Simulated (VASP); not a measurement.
Input of a VASP 6.6.1 run:

File INCAR:

```
SYSTEM = Si
PREC = Accurate
ENCUT = 600
EDIFF = 1E-8
ISMEAR = 0
SIGMA = 0.01
LREAL = .FALSE.
LASPH = .TRUE.
NELM = 60
ALGO = Fast
ISIF = 3
LWAVE = .FALSE.
LCHARG = .TRUE.
GGA = PE
NBANDS = 11
IBRION = 6
NFREE = 2
POTIM = 0.015
NSW = 1
```

File KPOINTS:

```
Automatic mesh
0
G
  12 12 12
  0 0 0
```

The input POSCAR:

```
Si
1.0
    0.0000000000      2.6681189624      2.6681189624
    2.6681189624      0.0000000000      2.6681189624
    2.6681189624      2.6681189624      0.0000000000
Si
2
Direct
    0.7500000000      0.7500000000      0.7500000000
    0.5000000000      0.5000000000      0.5000000000
```

Potentials or basis: VASP PAW PBE potentials, release 64 (Si).

Command:

```console
$ cat potpaw_PBE.64/Si/POTCAR > POTCAR
$ mpirun -np 1 vasp_std > vasp.out
```

Q: Estimate the elastic constants C11, C12, C44.

A: 176, 81, 79 GPa.

Q: What does it give for the Voigt bulk modulus?

A: 113 GPa.

Q: What does it give for the highest phonon frequency at Γ?

A: 540 cm⁻¹.

Elastic tensor in Voigt notation (GPa, in the Cartesian axes of the cell as first typed):
```
176  81  81   0   0   0
 81 176  81   0   0   0
 81  81 176   0   0   0
  0   0   0  79   0   0
  0   0   0   0  79   0
  0   0   0   0   0  79
```

Caveat: the cell is under stress, which shifts elastic constants.
